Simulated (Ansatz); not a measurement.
Au under changes of volume

One of the cells (17.771 Å³/atom); the others are scaled copies at fixed shape and fractional positions:

```
Au
1.0
     2.90000    0.00000    0.00000
    -1.45000    2.51147    0.00000
     0.00000    0.00000    4.88000
Au
2
Direct
  0.66667 0.33333 0.25000
  0.33333 0.66667 0.75000
```

This isn't the form of Au at room conditions, which is fcc.

```yaml
Program: Ansatz 0.2.0
Functional: PBE0
Potentials_or_basis: Ansatz PAW
Cutoff: "420 eV (not typed: the program's choice for these potentials)"
k_mesh: 6 × 6 × 4
Occupations: fermi-dirac, width 0.05 eV
Spin: no spin polarisation
```

```csv
volume (Å³/atom),energy over the lowest point (meV/atom),pressure (GPa)
16.705,40.31,9.9
17.060,16.66,7.2
17.416,4.63,3.7
17.771,0.00,0.5
18.127,1.80,-2.2
18.482,?,?
18.837,21.60,-6.6
```

What does the run at 18.482 Å³/atom give?

Energy over the lowest point 9.26 meV/atom; pressure -4.5 GPa.

Worked out: A Birch-Murnaghan fit of order 3 (a polynomial in V^(-2/3)) to the other rows has its minimum at 17.82 Å³/atom with B0 = V·E''(V) = 148 GPa (rough, since the energies scatter) at fixed shape and positions, which overstates the stiffness. It gives 9.72 meV/atom at 18.482 Å³/atom, against the run's 9.26, and -dE/dV = -4.5 GPa, against -4.5.

Energies are extrapolated to zero smearing.

Caveats: all runs use coarse meshes; the PAW data sets come from PBE, with cores solved anew for the run's functional, which leaves a small shift of forces and pressure; the thresholds are loose for stress.
